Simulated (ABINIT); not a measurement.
# Ti (Fm-3m) in ABINIT: notebook

One crystal, Ti, is run at these levels: PBEsol+U, revPBE+D3(BJ); tasks: real-space fields, density of states.

Everything below comes from runs of ABINIT 10.8.3 (patched build). Logs are shortened: lines on timing, memory, paths and dates and some standing lists are left out, and cuts for length are marked. The log counts tension as positive stress, the text compression.

## 1. Starting point

It takes space group Fm-3m (No. 225, cubic). Conventional cell: a = 4.060 Å, b = 4.060 Å, c = 4.060 Å, α = 90.00°, β = 90.00°, γ = 90.00°. Around Ti (site symmetry m-3m) lie 12 Ti at 2.87 Å.

This isn't the form of Ti at room conditions, which is hcp.

## 2. Real-space fields, PBEsol+U (cell strained at random at fixed volume)

run.abi

```
# Pseudopotentials
pp_dirpath "./"
pseudos "Ti.GGA_PBE-JTH.xml"

# Structure
acell 2.8906601099 2.8120811768 2.8681345751 Angstrom
rprim
    -0.0107657071     0.7132125264     0.7008651737
     0.7032307660    -0.0015767681     0.7109599170
     0.6969958862     0.7170179593    -0.0090543171
ntypat 1
znucl 22
natom 1
typat 1
xcart
    -0.1141419914     0.0298892041    -0.0713446690 Angstrom
chkprim 0
chksymtnons 0
tolsym 1.0e-6

# Plane-wave basis
ecut 15.0
pawecutdg 30.0

# k points
kptopt 2
ngkpt 11 11 11
nshiftk 1
shiftk 0.0 0.0 0.0

# Exchange and correlation
ixc -116133

# Bands and occupations
nband 10
occopt 7
tsmear 0.0272 eV

# DFT+U
usepawu 1
lpawu 2
upawu 4.5 eV
jpawu 0.9 eV
dmatpuopt 1
usedmatpu 30
dmatpawu
     0.20000     0.00000     0.00000     0.00000     0.00000
     0.00000     0.20000     0.00000     0.00000     0.00000
     0.00000     0.00000     0.20000     0.00000     0.00000
     0.00000     0.00000     0.00000     0.20000     0.00000
     0.00000     0.00000     0.00000     0.00000     0.2000000000

# Spin
nsym 1

# SCF cycle
nstep 150
tolvrs 1.0e-9

# Output
iomode 3
prtwf 0
prteig 0
prtebands 0
enunit 2
prtden 1
prtvha 1
prtvclmb 1
prtpot 1
```

Potentials or basis: JTH PAW PBE v2.0.

Command:

```console
abinit run.abi > log 2>&1
```

run.abo:

```text
.Version 10.8.3 of ABINIT
 Symmetries : space group P1 (#  1); Bravais aP (primitive triclinic)
================================================================================
 Values of the parameters that define the memory need of the present run
     intxc =       0    ionmov =       0      iscf =      17    lmnmax =      18
     lnmax =       6     mgfft =      20  mpssoang =       3    mqgrid =    3001
     natom =       1  nloc_mem =       2    nspden =       1   nspinor =       1
    nsppol =       1      nsym =       1    n1xccc =       1    ntypat =       1
    occopt =       7   xclevel =       2
       mpw =         323          nfft =        8000          nkpt =         666
 PAW method is used; the additional fine FFT grid is defined by:
   mgfftf=        30    nfftf =     27000
================================================================================
================================================================================

--------------------------------------------------------------------------------
------------- Echo of variables that govern the present computation ------------
--------------------------------------------------------------------------------
 -outvars: echo values of preprocessed input variables --------
            acell      5.4625559308E+00  5.3140632680E+00  5.4199888392E+00 Bohr
              amu      4.78800000E+01
          chkprim           0
      chksymtnons           0
         dmatpawu        0.20000    0.00000    0.00000    0.00000    0.00000
                         0.00000    0.20000    0.00000    0.00000    0.00000
                         0.00000    0.00000    0.20000    0.00000    0.00000
                         0.00000    0.00000    0.00000    0.20000    0.00000
                         0.00000    0.00000    0.00000    0.00000    0.20000
        dmatpuopt           1
             ecut      1.50000000E+01 Hartree
           enunit           2
                       outvar_i_n : Printing only first  50 k-points.
              ixc     -116133
            jpawu      3.30743900E-02 Hartree
                       outvar_i_n : Printing only first  50 k-points.
           kptopt           2
         kptrlatt       11    0    0      0   11    0      0    0   11
          kptrlen      5.84546959E+01
            lpawu           2
            natom           1
            nband          10
            ngfft          20      20      20
          ngfftdg          30      30      30
             nkpt         666
            nstep         150
             nsym           1
           ntypat           1
                       prtocc : prtvol=0, do not print more k-points.
           occopt           7
        pawecutdg      3.00000000E+01 Hartree
         pawxcdev           0
        prtebands           0
           prteig           0
           prtpot           1
         prtvclmb           1
           prtvha           1
            prtwf           0
            rprim     -1.0765707100E-02  7.1321252640E-01  7.0086517370E-01
                       7.0323076600E-01 -1.5767681000E-03  7.1095991700E-01
                       6.9699588620E-01  7.1701795930E-01 -9.0543171000E-03
          spgroup           1
           tolsym      1.00000000E-06
           tolvrs      1.00000000E-09
           tsmear      9.99581563E-04 Hartree
            typat      1
            upawu      1.65371950E-01 Hartree
        usedmatpu          30
          usepawu           1
           useylm           1
                       outvars : Printing only first  50 k-points.
           xangst     -1.1414199140E-01  2.9889204100E-02 -7.1344669000E-02
            xcart     -2.1569710321E-01  5.6482409870E-02 -1.3482188495E-01
             xred      1.7901000009E-02 -5.3871000021E-02 -3.5279999847E-03
            znucl       22.00000

================================================================================

 chkinp: Checking input parameters for consistency.

================================================================================
== DATASET  1 ==================================================================

--- !DatasetInfo
iteration_state: {dtset: 1, }
dimensions: {natom: 1, nkpt: 666, mband: 10, nsppol: 1, nspinor: 1, nspden: 1, mpw: 323, }
cutoff_energies: {ecut:  15.0, pawecutdg:  30.0, }
electrons: {nelect:   1.20000000E+01, charge:   0.00000000E+00, occopt:   7.00000000E+00, tsmear:   9.99581563E-04, }
meta: {optdriver: 0, ionmov: 0, optcell: 0, iscf: 17, paral_kgb: 0, }
...

 Real(R)+Recip(G) space primitive vectors, cartesian coordinates (Bohr,Bohr^-1):
 R(1)= -0.0588083  3.8959633  3.8285152  G(1)= -0.1300389  0.1280356  0.1289092
[... 97 lines left out ...]
 ETOT 52  -58.518566201977     1.692E-08 1.693E-06 3.213E-07
 ETOT 53  -58.518566203709    -1.732E-09 2.539E-06 5.114E-08
 ETOT 54  -58.518566203624     8.439E-11 5.414E-06 6.813E-10

 At SCF step   54       nres2   =  6.81E-10 < tolvrs=  1.00E-09 =>converged.

 Cartesian components of stress tensor (hartree/bohr^3)
  sigma(1 1)= -2.78819404E-04  sigma(3 2)=  4.91835771E-06
  sigma(2 2)= -1.96786129E-04  sigma(3 1)= -6.12998891E-05
  sigma(3 3)= -2.55631664E-04  sigma(2 1)= -8.98765921E-06

--- !ResultsGS
iteration_state: {dtset: 1, }
comment   : Summary of ground state results
lattice_vectors:
- [ -0.0588083,   3.8959633,   3.8285152, ]
- [  3.7370128,  -0.0083790,   3.7780860, ]
- [  3.7777099,   3.8862293,  -0.0490743, ]
lattice_lengths: [   5.46256,    5.31406,    5.41999, ]
lattice_angles: [ 61.146,  60.163,  60.686, ] # degrees, (23, 13, 12)
lattice_volume:   1.1290539E+02
convergence: {deltae:  8.439E-11, res2:  6.813E-10, residm:  5.414E-06, diffor: null, }
etotal    :  -5.85185662E+01
entropy   :   0.00000000E+00
fermie    :   3.00425200E-01
cartesian_stress_tensor: # hartree/bohr^3
- [ -2.78819404E-04,  -8.98765921E-06,  -6.12998891E-05, ]
- [ -8.98765921E-06,  -1.96786129E-04,   4.91835771E-06, ]
- [ -6.12998891E-05,   4.91835771E-06,  -2.55631664E-04, ]
pressure_GPa:   7.1712E+00
xred      :
- [  1.7901E-02,  -5.3871E-02,  -3.5280E-03, Ti]
cartesian_forces: # hartree/bohr
- [  0.00000000E+00,   0.00000000E+00,   0.00000000E+00, ]
force_length_stats: {min:   0.00000000E+00, max:   0.00000000E+00, mean:   0.00000000E+00, }
...

 Integrated electronic density in atomic spheres:
 ------------------------------------------------
 Atom  Sphere_radius  Integrated_density
    1        2.30803         10.13580145

 ---------- DFT+U DATA ---------------------------------------------------

 ====== For Atom     1, occupations for correlated orbitals. lpawu =   2

 == Occupation matrix for correlated orbitals:

 Up component only...
     0.13952    0.00048   -0.00046   -0.00003    0.00001
     0.00048    0.13949    0.00002   -0.00005    0.00004
    -0.00046    0.00002    0.09031    0.00083   -0.00064
    -0.00003   -0.00005    0.00083    0.14069    0.00195
     0.00001    0.00004   -0.00064    0.00195    0.08997

================================================================================

 ----iterations are completed or convergence reached----

 Mean square residual over all n,k,spin=   87.236E-11; max=  54.142E-07
 reduced coordinates (array xred) for    1 atoms
       0.017901000009     -0.053871000021     -0.003527999985
 rms dE/dt=  1.0543E-05; max dE/dt=  1.3315E-05; dE/dt below (all hartree)
    1       0.000012077293     -0.000003206972      0.000013315136

 cartesian coordinates (angstrom) at end:
    1     -0.11414199140000     0.02988920410000    -0.07134466900000

 cartesian forces (hartree/bohr) at end:
    1      0.00000000000000     0.00000000000000     0.00000000000000
 frms,max,avg= 0.0000000E+00 0.0000000E+00   2.589E-07 -3.671E-06  5.846E-07 h/b

 cartesian forces (eV/Angstrom) at end:
    1      0.00000000000000     0.00000000000000     0.00000000000000
 frms,max,avg= 0.0000000E+00 0.0000000E+00   1.331E-05 -1.887E-04  3.006E-05 e/A
 length scales=  5.462555930797  5.314063267972  5.419988839186 bohr
              =  2.890660109900  2.812081176800  2.868134575100 angstroms
 Fermi (or HOMO) energy (hartree) =   0.30043   Average Vxc (hartree)=  -0.41716
 Eigenvalues (hartree) for nkpt= 666  k points:
 kpt#   1, nband= 10, wtk=  0.00075, kpt=  0.0000  0.0000  0.0000 (reduced coord)
  -1.80024   -0.91483   -0.91464   -0.91377    0.06118    0.33395    0.33626    0.34712
   0.40261    0.41153
      occupation numbers for kpt#   1
   2.00000    2.00000    2.00000    2.00000    2.00000    0.00000    0.00000    0.00000
   0.00000    0.00000
 prteigrs : prtvol=0 or 1, do not print more k-points.

 Fermi (or HOMO) energy (eV) =   8.17499   Average Vxc (eV)= -11.35162
 Eigenvalues (   eV  ) for nkpt= 666  k points:
 kpt#   1, nband= 10, wtk=  0.00075, kpt=  0.0000  0.0000  0.0000 (reduced coord)
 -48.98714  -24.89370  -24.88854  -24.86505    1.66480    9.08727    9.15012    9.44574
  10.95569   11.19844
 prteigrs : prtvol=0 or 1, do not print more k-points.

--- !EnergyTerms
iteration_state     : {dtset: 1, }
comment             : Components of total free energy in Hartree
kinetic             :  7.65086621638343E+00
hartree             :  1.10467583853951E+01
xc                  : -3.21213992012736E+00
Ewald energy        : -4.30225307902850E+01
psp_core            :  2.70975890104838E+00
local_psp           : -3.36027920137321E+01
PAW spherical_terms : -8.84492925120062E-02
internal            : -5.85185285138297E+01
'-kT*entropy'       : -3.09498522366388E-05
total_energy        : -5.85185594636819E+01
total_energy_eV     : -1.59237112412466E+03
...

--- !EnergyTermsDC
iteration_state     : {dtset: 1, }
comment             : '"Double-counting" decomposition of free energy'
band_energy         : -8.18952295917718E+00
Ewald energy        : -4.30225307902850E+01
psp_core            :  2.70975890104838E+00
xc_dc               : -1.06501417267956E+01
PAW spherical_terms :  6.33901321437333E-01
internal            : -5.85185352537721E+01
'-kT*entropy'       : -3.09498522366388E-05
total_energy_dc     : -5.85185662036243E+01
total_energy_dc_eV  : -1.59237130752783E+03
...

--- !EnergyTermsWithPAWCore
iteration_state     : {dtset: 1, }
comment             : 'Components of total free energy, including PAW core contributions'
Total energy        : -8.52789194844675E+02
Total energy DC     : -8.52789201584618E+02
Total energy (eV)   : -2.32055761673176E+04
Total energy DC (eV): -2.32055763507208E+04
...

 Cartesian components of stress tensor (hartree/bohr^3)
  sigma(1 1)= -2.78819404E-04  sigma(3 2)=  4.91835771E-06
  sigma(2 2)= -1.96786129E-04  sigma(3 1)= -6.12998891E-05
  sigma(3 3)= -2.55631664E-04  sigma(2 1)= -8.98765921E-06

-Cartesian components of stress tensor (GPa)         [Pressure=  7.1712E+00 GPa]
- sigma(1 1)= -8.20315008E+00  sigma(3 2)=  1.44703080E-01
- sigma(2 2)= -5.78964779E+00  sigma(3 1)= -1.80350500E+00
- sigma(3 3)= -7.52094321E+00  sigma(2 1)= -2.64426063E-01

== END DATASET(S) ==============================================================
================================================================================

 -outvars: echo values of variables after computation  --------
            acell      5.4625559308E+00  5.3140632680E+00  5.4199888392E+00 Bohr
           etotal     -5.8518566204E+01
            fcart      0.0000000000E+00  0.0000000000E+00  0.0000000000E+00
            rprim     -1.0765707100E-02  7.1321252640E-01  7.0086517370E-01
                       7.0323076600E-01 -1.5767681000E-03  7.1095991700E-01
                       6.9699588620E-01  7.1701795930E-01 -9.0543171000E-03
           strten     -2.7881940392E-04 -1.9678612874E-04 -2.5563166394E-04
                       4.9183577080E-06 -6.1299889111E-05 -8.9876592131E-06
           xangst     -1.1414199140E-01  2.9889204100E-02 -7.1344669000E-02
             xred      1.7901000009E-02 -5.3871000021E-02 -3.5279999847E-03
 Calculation completed.
```

Wall time 3.2 min (1 thread of Arm Neoverse V2, shared host); peak memory 0.17 GiB.

Results:

| Quantity | Value |
| --- | --- |
| Free energy | -1592.3713 eV |
| Pressure | 7.2 GPa |
| Band gap on the k mesh | none (metal or under the smearing width) |
| Valence electrons inside the program's atomic spheres | Ti 10.14 (radii [1.2214] Å) |

Caveat: the PAW data sets were made with another functional, which shifts forces and pressure a little; U without spin polarisation on a metal has little footing; the U is typed as a test and isn't derived for this compound.

(Part 1 of 2 ends here.)
